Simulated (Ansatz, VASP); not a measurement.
**One calculation of KI, two programs**

The input INCAR:

```
  PREC = Accurate
  ENCUT = 520
  EDIFF = 1E-6
  ISMEAR = 0
  SIGMA = 0.05
  LREAL = F
  LASPH = T
  NELM = 60
  ALGO = Fast
  ISIF = 2
  LWAVE = F
  LCHARG = T
  GGA = PE
  LELF = T
  LVHAR = T
  NBANDS = 15
```

KPOINTS

```
regular mesh
0
Gamma
  6 6 6
```

File POSCAR:

```
KI
1.0
    0.0000000000      3.2425860000      3.3835680000
    3.2425860000      0.0000000000      3.3835680000
    3.2425860000      3.2425860000      0.0000000000
K I
1 1
Direct
    0.0000000000      0.0000000000      0.0000000000
    0.5000000000      0.5000000000      0.5000000000
```

Input for Ansatz:

```yaml
crystal:
  lattice:
    - [0.0, 3.242586, 3.383568]
    - [3.242586, 0.0, 3.383568]
    - [3.242586, 3.242586, 0.0]
  atoms:
    - { symbol: K, position: [0.0, 0.0, 0.0] }
    - { symbol: I, position: [0.5, 0.5, 0.5] }
basis:
  ecutwfc: 420
kpoints:
  mp_grid: { grid: [6, 6, 6] }
hamiltonian:
  xc: pbe
scf:
  occupations: { method: gaussian, width: 0.05 }
output:
  forces: true
  stress: true
  eigenvalues: true
```

Change from the starting cell: strain -0.080 along x and y, -0.040 along z, atoms carried along.

Alike in both runs: task single point; functional PBE; k mesh 6 × 6 × 6; occupations gaussian, width 0.05 eV; no spin polarisation.

|  | VASP | Ansatz |
| --- | --- | --- |
| version | VASP 6.6.1 | Ansatz 0.2.0 |
| potentials or method | VASP PAW PBE potentials, release 64 (K_sv, I) | scalar-relativistic, plane waves, PAW |
| plane-wave cutoff (eV) | 520 | 420 |
| valence electrons in the cell | 16 | 26 |

|  | VASP | Ansatz | Ansatz less VASP |
| --- | --- | --- | --- |
| gap on the k mesh at the Fermi level (eV) | 4.43 | 4.44 | +0.010 |
| least direct gap on the mesh (eV) | 4.50 | 4.51 | +0.007 |
| pressure (GPa) | 5.5 | 5.4 | -0.08 |
| largest component of the traceless stress (GPa) | 1.92 | 1.89 | -0.022 |

The functional is the same, so the differences come from potentials, cutoffs and numerics. The two sets of potentials don't hold the same shells in valence.

Caveats: spin-orbit coupling is left out, which moves the levels of the heavy elements. A k mesh can miss the band edges.
